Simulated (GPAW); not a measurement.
**TaN: band structure with PBE**

The system is TaN.

```xyz
4
Lattice="2.9218 0.0000 0.0000 -1.4609 2.5303 0.0000 0.0000 0.0000 5.9165" Properties=species:S:1:pos:R:3 pbc="T T T"
Ta    0.0000    0.0000    2.9583
Ta    0.0000    0.0000    0.0000
N     0.0000    1.6869    1.4791
N     1.4609    0.8434    4.4374
```

The cell comes from a database or a generator and needn't be the stable form of this composition.

| Property | Result |
| --- | --- |
| Program | GPAW 26.7.0 |
| Task | band structure |
| Functional | PBE |
| Potentials or basis | GPAW PAW data sets (gpaw-data 1.2.1) |
| Cutoff | 800 eV |
| Basis | pw |
| k mesh | 10 × 10 × 5 |
| Occupations | fermi-dirac, width 0.05 eV |
| Spin | no spin polarisation |
| Maxiter | 150 |
| Band path | GMKGALHA,LM,KH |
| Band points | 60 |

The pressure is -1.2 GPa. The band gap along the path is none (metal or under the smearing width).

Levels at the corners of the path, in eV from the Fermi level:
| point | band 15 | band 16 | band 17 | band 18 | band 19 | band 20 | band 21 | band 22 |
| --- | --- | --- | --- | --- | --- | --- | --- | --- |
| Γ | -3.50 | -2.00 | -2.00 | -0.22 | -0.22 | 0.55 | 0.55 | 2.34 |
| M | -4.15 | -3.67 | -2.81 | -2.10 | 2.82 | 3.92 | 4.77 | 5.11 |
| K | -5.90 | -3.84 | 0.20 | 0.20 | 0.94 | 0.94 | 2.00 | 4.89 |
| Γ | -3.50 | -2.00 | -2.00 | -0.22 | -0.22 | 0.55 | 0.55 | 2.34 |
| A | -3.84 | -3.84 | -0.66 | -0.66 | 0.98 | 0.98 | 0.98 | 0.98 |
| L | -4.32 | -4.32 | -2.19 | -2.19 | 3.86 | 3.86 | 4.71 | 4.71 |
| H | -5.66 | -5.66 | -0.43 | -0.43 | 2.68 | 2.68 | 3.09 | 3.09 |
| A | -3.84 | -3.84 | -0.66 | -0.66 | 0.98 | 0.98 | 0.98 | 0.98 |
| L | -4.32 | -4.32 | -2.19 | -2.19 | 3.86 | 3.86 | 4.71 | 4.71 |
| M | -4.15 | -3.67 | -2.81 | -2.10 | 2.82 | 3.92 | 4.77 | 5.11 |
| K | -5.90 | -3.84 | 0.20 | 0.20 | 0.94 | 0.94 | 2.00 | 4.89 |
| H | -5.66 | -5.66 | -0.43 | -0.43 | 2.68 | 2.68 | 3.09 | 3.09 |

Wall time 100 s on 1 thread of Arm Neoverse V2 (shared host), peak memory 0.43 GiB.

Caveat: spin-orbit coupling is left out, which moves the levels of the heavy elements.
